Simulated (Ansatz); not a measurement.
# CoO: magnetic states

An exercise on one series of results from a longer session: the logs are not shown, and one member is left open.

Method: DFT PBEsol, scalar-relativistic, plane waves, PAW, in Ansatz 0.2.0.

2 further runs of the same task are left out: 1 that didn't finish, 1 set aside as unsound or not needed. Runs told in other sessions of the task aren't counted.

**The structure to begin with**

The structure is tetragonal, space group I4/mmm (No. 139). The conventional cell has a = 3.016 Å, b = 3.016 Å, c = 4.214 Å, α = 90.00°, β = 90.00°, γ = 90.00°. Around Co (site symmetry 4/mmm) lie 6 O at 2.11 to 2.13 Å. O (site symmetry 4/mmm) is surrounded by 6 Co at 2.11 to 2.13 Å.

Structure file:

```xyz
2
Lattice="-1.5080 1.5080 2.1072 1.5080 -1.5080 2.1072 1.5080 1.5080 -2.1072" Properties=species:S:1:pos:R:3 pbc="T T T"
Co    0.0000    0.0000    0.0000
O     0.0000    0.0000    2.1072
```

Source of the structure: the Crystallography Open Database. It is taken as it stands there.

**The base run, which the others are set against**

File input.yaml:

```yaml
crystal:
  lattice:
    - [-1.5080001529, 1.5080001529, 2.1072499549]
    - [1.5080001529, -1.5080001529, 2.1072499549]
    - [1.5080001529, 1.5080001529, -2.1072499549]
  atoms:
    - { symbol: Co, position: [0.0, 0.0, 0.0], spin: 2.71 }
    - { symbol: O, position: [0.5, 0.5, 0.0], spin: 0.36 }
basis:
  ecutwfc: 420
kpoints:
  mp_grid: { grid: [20, 20, 20] }
hamiltonian:
  xc: pbesol
scf:
  occupations: { method: gaussian, width: 0.1 }
output:
  forces: true
  stress: true
  eigenvalues: true
  populations: true
  write_density: true
  write_potential: true
  elf: true
  volumetric_format: npy
magnetization:
  spin_polarized: true
```

It was run beforehand and gave: -2826.1262 eV/atom at zero smearing, pressure -9.11 GPa, largest force 0.000 eV/Å, no gap on the mesh, site moments Co +2.49, O +0.34 μB, in 13 SCF cycles and 52 s.

Set-up of the first run:

File input.yaml:

```yaml
crystal:
  lattice:
    - [-1.5080001529, 1.5080001529, 2.1072499549]
    - [1.5080001529, -1.5080001529, 2.1072499549]
    - [1.5080001529, 1.5080001529, -2.1072499549]
  atoms:
    - { symbol: Co, position: [0.0, 0.0, 0.0] }
    - { symbol: O, position: [0.5, 0.5, 0.0] }
basis:
  ecutwfc: 420
kpoints:
  mp_grid: { grid: [20, 20, 20] }
hamiltonian:
  xc: pbesol
scf:
  occupations: { method: gaussian, width: 0.1 }
  lower_state_search: "off"
output:
  forces: true
  stress: true
  eigenvalues: true
```

Launch:

```console
$ ansatz run input.yaml --threads 1 --pin off --max-ram 2560MiB --backend cpu --events-out ev --progress --plain --runs-dir out
```

Among the steps run: Start: no spin polarisation; Start: ferromagnetic; Start: large parallel starting moments; Magnetic start: antiferromagnetic, doubled cell, propagation vector (0, 0, 1/2); Magnetic start: antiferromagnetic, doubled cell, propagation vector (0, 1/2, 0); Start: antiferromagnetic, doubled cell, propagation vector (1/2, 1/2, 1/2); Start: small parallel starting moments.

One table of the session follows, with a row left open; its other results are not shown here.

It belongs to the step «The magnetic starts in order of energy». 

| start | energy above the lowest (meV/atom) | pressure (GPa) |
| --- | --- | --- |
| antiferromagnetic, doubled cell, propagation vector (0, 1/2, 0) | 0.00 | -12.4 |
| ferromagnetic | 71.9 | -9.1 |
| large parallel starting moments | 71.9 | -9.1 |
| antiferromagnetic, doubled cell, propagation vector (0, 0, 1/2) | ? | ? |
| antiferromagnetic, doubled cell, propagation vector (1/2, 1/2, 1/2) | 116 | -11.4 |
| no spin | 315 | -27.3 |
| small parallel starting moments | 315 | -27.3 |

**Question.** Estimate the row for antiferromagnetic, doubled cell, propagation vector (0, 0, 1/2).

The run gave: energy above the lowest (meV/atom): 111; pressure (GPa): -11.3. In the column «energy above the lowest (meV/atom)» it lies between large parallel starting moments (71.9) and antiferromagnetic, doubled cell, propagation vector (1/2, 1/2, 1/2) (116).

Caveats from the session: Only these starts were tried, so a lower state is not ruled out. Without a U such compounds often come out metallic though many are antiferromagnetic insulators. Warnings in the runs' records: seeded moment not kept, negative dielectric reading.
